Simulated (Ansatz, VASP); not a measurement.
Au in VASP and in Ansatz

Contents of INCAR:

```
ALGO = Normal
EDIFF = 1E-6
ENCUT = 520
GGA = RE
ISIF = 2
ISMEAR = -1
LASPH = True
LCHARG = False
LREAL = False
LWAVE = False
NBANDS = 18
NELM = 60
PREC = Accurate
SIGMA = 0.1
```

KPOINTS

```
k-points
0
Gamma
  14 14 7
```

File POSCAR:

```
Au
1.0
    3.0479982429      0.0000000000      0.0000000000
   -1.5239991214      2.6396439090      0.0000000000
    0.0000000000      0.0000000000      5.1124219711
Au
2
Direct
    0.3333333333      0.6666666667      0.2500000000
    0.6666666667      0.3333333333      0.7500000000
```

Input for Ansatz:

```yaml
crystal:
  lattice:
    - [3.0479982429, 0.0, 0.0]
    - [-1.5239991214, 2.639643909, 0.0]
    - [0.0, 0.0, 5.1124219711]
  atoms:
    - { symbol: Au, position: [0.3333333333, 0.6666666667, 0.25] }
    - { symbol: Au, position: [0.6666666667, 0.3333333333, 0.75] }
hamiltonian:
  xc: revpbe
  pseudopotentials:
    kind: paw
    azcp:
      Au: "pseudopotentials/Au.paw.azcp"
basis:
  ecutwfc: 420
  fft_grid_basis: typed
kpoints:
  mp_grid: { grid: [14, 14, 7], shift: [0, 0, 0] }
magnetization:
  spin_polarized: false
scf:
  occupations: { method: fermi_dirac, width: 0.1 }
  lower_state_search: "off"
output:
  stress: true
```

Alike in both runs: task single point; functional revPBE; k mesh 14 × 14 × 7; occupations fermi-dirac, width 0.1 eV; no spin polarisation.

|  | VASP | Ansatz |
| --- | --- | --- |
| version | VASP 6.6.1 | Ansatz 0.2.0 |
| potentials or method | VASP PAW PBE potentials, release 64 (Au) | plane waves (420 eV) with PAW, scalar-relativistic |
| plane-wave cutoff (eV) | 520 | 420 |
| valence electrons in the cell | 22 | 38 |

|  | VASP | Ansatz | Ansatz less VASP |
| --- | --- | --- | --- |
| pressure (GPa) | -9.9 | -9.8 | +0.10 |
| largest component of the traceless stress (GPa) | 0.11 | 0.12 | +0.011 |

The functional is the same, so the differences come from potentials, cutoffs and numerics. The two sets of potentials don't hold the same shells in valence.

Caveats: the PAW data sets were made with another functional, which shifts forces and pressure a little (VASP). Spin-orbit coupling is left out, which matters for the levels of Au.
